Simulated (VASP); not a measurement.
## TiSe2: relaxation of cell and atoms with PBE+D3(BJ)

The system is TiSe2.

```
Ti Se
1.0
     3.53600    0.00000    0.00000
    -1.76800    3.06227    0.00000
     0.00000    0.00000    6.00400
Ti Se
1 2
Direct
  0.00000 0.00000 0.00000
  0.33333 0.66667 0.25520
  0.66667 0.33333 0.74480
```

| Item | Value |
| --- | --- |
| Program | VASP 6.6.1 |
| Task | relaxation of cell and atoms |
| Functional | PBE |
| Dispersion | D3(BJ) |
| Potentials or basis | VASP PAW PBE potentials, release 64 (Ti_sv, Se) |
| Cutoff | 600 eV |
| k mesh | 12 × 12 × 6 |
| Occupations | methfessel-paxton, width 0.1 eV |
| Spin | no spin polarisation |
| Further INCAR settings | ALGO = Normal; EDIFF = 1e-06; IBRION = 2; EDIFFG = -0.01; NSW = 90; ISIF = 3 |

* Relaxed volume: 20.50 Å³/atom
* Relaxed cell: a = 3.482 Å, b = 3.482 Å, c = 5.859 Å, α = 90.00°, β = 90.00°, γ = 120.00°
* Space group after relaxing (to 0.05 Å): P-3m1 (No. 164)
* Energy gained by relaxing: 7.6 meV/atom
* Ionic steps: 10
* Pressure after relaxing: 0.0 GPa
* Largest force after relaxing: 0.008 eV/Å
* Band gap on the k mesh: none (metal or under the smearing width)
* Dispersion energy per atom: -0.451 eV

Forces on the atoms (eV/Å):
```
Ti   0.000  0.000  0.000
Se   0.000  0.000 -0.008
Se   0.000  0.000  0.008
```

Step by step:
```tsv
step	energy change (eV)	largest force (eV/Å)	pressure (GPa)	volume (Å³)
1	0.0000	0.0905	-1.57	65.01
2	-0.0085	0.3343	0.77	63.04
3	-0.0091	0.2857	0.30	63.41
4	-0.0154	0.1559	0.07	62.97
5	-0.0171	0.0444	-0.12	62.60
6	-0.0193	0.0390	-0.05	62.32
7	-0.0226	0.0178	0.18	61.46
8	-0.0226	0.0158	0.20	61.41
9	-0.0222	0.0692	-0.44	61.77
10	-0.0227	0.0080	0.00	61.51
```

Final structure:
```
Ti Se
1.0
     3.48178    0.00000    0.00000
    -1.74089    3.01531    0.00000
     0.00000    0.00000    5.85864
Ti Se
1 2
Direct
  0.00000 0.00000 0.00000
  0.33333 0.66667 0.26539
  0.66667 0.33333 0.73461
```

Levels at points of the mesh, in eV from the Fermi level:
| k point | band 10 | band 11 | band 12 | band 13 | band 14 | band 15 |
| --- | --- | --- | --- | --- | --- | --- |
| (0.00, 0.00, 0.00) | 0.38 | 0.52 | 0.52 | 0.58 | 0.62 | 0.62 |
| (0.50, 0.00, 0.00) | -2.86 | -2.24 | -1.42 | 0.05 | 1.48 | 1.90 |
| (0.00, 0.00, 0.50) | -2.16 | 0.29 | 0.29 | 0.50 | 0.50 | 1.28 |
| (0.50, 0.00, 0.50) | -2.54 | -1.12 | -0.84 | -0.25 | 1.47 | 1.87 |

It took 2.9 min on 4 MPI ranks on Intel(R) Xeon(R) 6975P-C (Granite Rapids), on a shared host, peak memory 0.3 GiB a rank.
